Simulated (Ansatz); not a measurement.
## MoP: do energies and stresses tell the same story?

Method: DFT PBE, scalar-relativistic, plane waves, PAW (Ansatz 0.2.0).

Plane waves to 420 eV, a k mesh through Γ of 18×18×14 on the computed 2-atom cell and Gaussian smearing (0.10 eV); no spin polarisation.

Relaxed cell: P-6m2, a = 3.241 Å, b = 3.241 Å, c = 3.195 Å, α = 90.00°, β = 90.00°, γ = 120.00°, 2 atoms in the primitive cell. Whether it is the stable form of this composition wasn't checked.

Energies at zero smearing and pressures from the stress tensor, at volumes with shape and atoms relaxed:
```csv
V (Å³/atom),E − E(first) (meV/atom),P (GPa)
13.662,0.00,15.20
14.098,-29.82,6.98
14.534,-38.97,-0.01
14.970,-30.54,-5.97
15.406,-7.16,-11.02
```

**Question.** Check P = −dE/dV between neighbouring volumes, and get the bulk modulus from the pressures alone.

**Answer.** With 1 eV/Å³ = 160.2 GPa:
```tsv
middle V (Å³/atom)	−ΔE/ΔV (GPa)	mean P (GPa)
13.880	10.957	11.093
14.316	3.362	3.485
14.752	-3.097	-2.989
15.188	-8.589	-8.496
```

The two differ by 0.14 GPa at most. The mean of two end pressures misses the average over a step by about ΔV² P″/12, up to 0.11 GPa here; with that taken off 0.03 GPa remains. The stress is the derivative of the free energy, not of the energy at zero smearing, and with free energies 0.00 GPa remains. Around V = 14.534 Å³/atom, the two neighbours give B = −V ΔP/ΔV = 14.534 × 12.95 / 0.872 = 215.8 GPa, against B0 = 214.9 GPa from the Birch–Murnaghan fit of the energies.